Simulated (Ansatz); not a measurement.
Ansatz input file:

```yaml
crystal:
  lattice:
    - [0.0, 3.018, 3.018]
    - [3.018, 0.0, 3.018]
    - [3.018, 3.018, 0.0]
  atoms:
    - { symbol: In, position: [0.0, 0.0, 0.0] }
    - { symbol: As, position: [0.25, 0.25, 0.25] }
basis:
  ecutwfc: 420
kpoints:
  mp_grid: { grid: [6, 6, 6] }
hamiltonian:
  xc: pbe
scf:
  occupations: { method: gaussian, width: 0.1 }
output:
  forces: true
  stress: true
  eigenvalues: true
```

Command:
```bash
ansatz run input.yaml --threads 1 --pin off --max-ram 2560MiB --backend cpu --events-out ev --progress --plain --runs-dir out
```

Level of theory: Ansatz, DFT PBE, scalar-relativistic, plane waves, PAW.

Part of what the program printed, abridged:

```
Pseudopotentials: kind: paw
Pseudopotential: In, paw, valence charge 13, recommended cutoff 420 eV (normal)
Pseudopotential: As, paw, valence charge 15, recommended cutoff 420 eV (normal)
Functional definition: PBE
Crystal: 2 atoms, lattice volume = 54.978 Å³
Basis set: ecut = 420 eV, 1067 PW (Γ), exchange–correlation on 60×60×60 points (8 copies of the dense FFT grid, shifted against one another)
Bands: 18, of which v1, the nominal top of the filled ones, is band 14 counted from 1 (13 counted from 0)
Symmetry: 24 space group operations
Space group: F-43m (ITA 216), of the structure as read, at distance tolerance 3.8e-5 Å
k-points: 16 of 216 (time reversal used)
Initial density: superposition of atomic densities (neutral atoms: chi_scale 0, normalization atom), corrected by the library's trained network
Initial wavefunctions: pseudopotential atomic-orbital guess
Functional: x = pbe(κ = 0.804, μ = 0.21951497), c = pbe(β = 0.06672455)
SCF iter   1: F=—  HF=-10454.400759 eV  |F-HF|=—  |Δ(HF+E_count)|=         —  Δρ=2.14e-3  dr2=5.41e-3  ethr=1.77e-3  ⟨swp⟩=5.6  Hψ=1400  notcnv=0
SCF iter   2: F=—  HF=-10454.398220 eV  |F-HF|=—  |Δ(HF+E_count)|=   2.54e-3  Δρ=9.63e-4  dr2=5.24e-4  ethr=1.93e-5  ⟨swp⟩=2.0  Hψ=554  notcnv=0
SCF iter   3: F=—  HF=-10454.398095 eV  |F-HF|=—  |Δ(HF+E_count)|=   1.25e-4  Δρ=2.76e-4  dr2=4.71e-5  ethr=1.87e-6  ⟨swp⟩=2.0  Hψ=433  notcnv=0
SCF iter   4: F=—  HF=-10454.398128 eV  |F-HF|=—  |Δ(HF+E_count)|=   3.24e-5  Δρ=8.82e-5  dr2=3.98e-6  ethr=1.68e-7  ⟨swp⟩=2.0  Hψ=353  notcnv=0
SCF iter   5: F=—  HF=-10454.398134 eV  |F-HF|=—  |Δ(HF+E_count)|=   6.41e-6  Δρ=3.11e-5  dr2=5.29e-7  ethr=1.42e-8  ⟨swp⟩=2.0  Hψ=513  notcnv=0
SCF iter   6: F=-10454.398134 eV  HF=-10454.398134 eV  |F-HF|=9.91e-9  |Δ(HF+E_count)|=   1.74e-7  Δρ=6.19e-6  dr2=1.50e-8  ethr=3.57e-10  ⟨swp⟩=6.0  Hψ=1337  notcnv=0
SCF 1 converged in 6 iterations: F = -10454.398134 eV  dr2 = 1.50e-8
SCF converged after 6 iterations
Free energy (F): -10454.398134 eV
Harris-Foulkes:  -10454.398134 eV  (|F-HF|=9.91e-9)
Internal energy: -10454.397416 eV  (E = F + TS)
E sigma→0 (E₀):  -10454.397775 eV
Entropy (-TS):   -0.000718 eV (-0.359 meV/atom)
Fermi energy:    7.958351 eV
--- Per-component energies (eV) ---
  E_band       = -309.699328
  E_kinetic    = 347.451151
  E_local      = -3267.866782  (includes V_loc(G=0)·N_el)
  E_nonlocal   = -303.257561
  E_hartree    = 1582.671306
  E_xc         = -294.809280
  E_vxc        = -178.999316  (∫ρ·V_xc dr)
  E_paw        = -5990.786866  (= ΣΔE_a)
  E_vpaw       = -72.375716  (= ΣTr[D̂ρ^β])
  E_aug_tail   = 0.000035  (compensation charges beyond the density's cutoff)
  E_ewald      = -2527.799418
  E_smearing   = -0.000718  (= −TS)
--- Forces (eV/Å), atoms counted from 1 ---
  atom   1  In     0.00000000     0.00000000     0.00000000
  atom   2  As     0.00000000     0.00000000     0.00000000
--- Stress (GPa, compression-positive) ---
        4.359269       0.000000       0.000000
        0.000000       4.359269       0.000000
        0.000000       0.000000       4.359269
  P = ⅓ Tr σ = 4.3593 GPa (43.593 kbar)
--- Band table (eV; the first three rows and the last of 16) ---
  k-point 0: bands = ["-27.0397", "-27.0397", "-27.0397", "-27.0316", "-27.0316", "-6.4759", "-6.4759", "-6.4759", "-6.3481", "-6.3481", "-3.9714", "7.7555", "7.9278", "7.9278", "7.9278", "11.8439", "11.8439", "11.8439"]
  k-point 1: bands = ["-27.0397", "-27.0396", "-27.0396", "-27.0316", "-27.0316", "-6.5107", "-6.4659", "-6.4659", "-6.3482", "-6.3482", "-3.6861", "5.4231", "7.6119", "7.6119", "9.1909", "12.2586", "12.2907", "12.2907"]
  k-point 2: bands = ["-27.0397", "-27.0395", "-27.0395", "-27.0315", "-27.0315", "-6.5737", "-6.4495", "-6.4495", "-6.3444", "-6.3444", "-2.9766", "3.1781", "7.1298", "7.1298", "9.0519", "12.6554", "12.6554", "14.0973"]
  k-point 15: bands = ["-27.0399", "-27.0394", "-27.0392", "-27.0316", "-27.0312", "-6.6454", "-6.4158", "-6.3993", "-6.3702", "-6.3350", "-1.8997", "2.1765", "5.1013", "5.1568", "11.0183", "11.3828", "14.3879", "14.9373"]
```

The calculation finished and met its thresholds.

It took 2.1 s on 1 thread of AMD EPYC 7R43 64-Core Processor (Zen 3), with other jobs on the host, peak memory 0.35 GiB.

The k mesh is coarse.